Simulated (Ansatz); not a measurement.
Here is an Ansatz 0.2.0 calculation.

The input input.yaml:

```yaml
crystal:
  lattice:
    - [2.0715, 1.1959810826, 9.5453333333]
    - [-2.0715, 1.1959810826, 9.5453333333]
    - [0.0, -2.3919621653, 9.5453333333]
  atoms:
    - { symbol: Bi, position: [0.5992, 0.5992, 0.5992] }
    - { symbol: Bi, position: [0.4008, 0.4008, 0.4008] }
    - { symbol: Se, position: [0.7883, 0.7883, 0.7883] }
    - { symbol: Se, position: [0.2117, 0.2117, 0.2117] }
    - { symbol: Se, position: [0.0, 0.0, 0.0] }
hamiltonian:
  xc: rpbe
  pseudopotentials: { kind: paw }
kpoints:
  mp_grid: { grid: [8, 8, 8] }
scf:
  occupations: { method: fermi_dirac, width: 0.05 }
output:
  forces: true
  stress: true
  eigenvalues: true
  write_density: true
  write_potential: true
  elf: true
  volumetric_format: npy
relax:
  f_tol: 0.01
  max_steps: 40
  cell: { stress_tol: 0.05 }
```

Potentials or basis: Ansatz PAW.

The run is started by

```bash
$ ansatz run input.yaml --threads 2 --pin off --max-ram 5632MiB --backend cpu --events-out ev --progress --plain --runs-dir out
```

Estimate the space group after relaxing (to 0.05 Å).

R-3m (No. 166).

Predict the relaxed cell.

a = 12.231 Å, b = 12.231 Å, c = 12.231 Å, α = 19.93°, β = 19.93°, γ = 19.93°.

What does it give for the band gap on the k mesh?

0.91 eV, indirect (least direct gap 1.18 eV).

What does it give for the relaxed volume?

37.20 Å³/atom.

Step by step:
| step | energy change (eV) | largest force (eV/Å) | volume (Å³) |
| --- | --- | --- | --- |
| 1 | 0.0000 | 0.1607 | 141.89 |
| 2 | -0.1292 | 0.4895 | 162.89 |
| 3 | -0.2221 | 0.0997 | 163.16 |
| 4 | -0.2560 | 0.0929 | 164.34 |
| 5 | -0.2752 | 0.0229 | 169.15 |
| 6 | -0.2773 | 0.0422 | 171.86 |
| 7 | -0.2775 | 0.0086 | 172.08 |
| 8 | -0.2905 | 0.0098 | 172.08 |
| 9 | -0.2973 | 0.0097 | 175.45 |
| 10 | -0.3026 | 0.0132 | 181.63 |
| 11 | -0.3030 | 0.0312 | 185.00 |
| 12 | -0.3032 | 0.0021 | 185.07 |
| 13 | -0.3032 | 0.0008 | 185.99 |
| 14 | -0.3046 | 0.0006 | 185.99 |

Caveat: the volume moved by over 15 % at a fixed basis, so the end points are rough; the plane-wave basis is chosen anew once the cell has moved, so the energies of steps on either side of that aren't comparable; spin-orbit coupling is left out, which as a rule narrows the gap of such compounds by several tenths of an eV; the PAW data sets come from PBE, with cores solved anew for the run's functional, which leaves a small shift of forces and pressure. RPBE gaps usually lie below the measured ones, often by a third to a half.
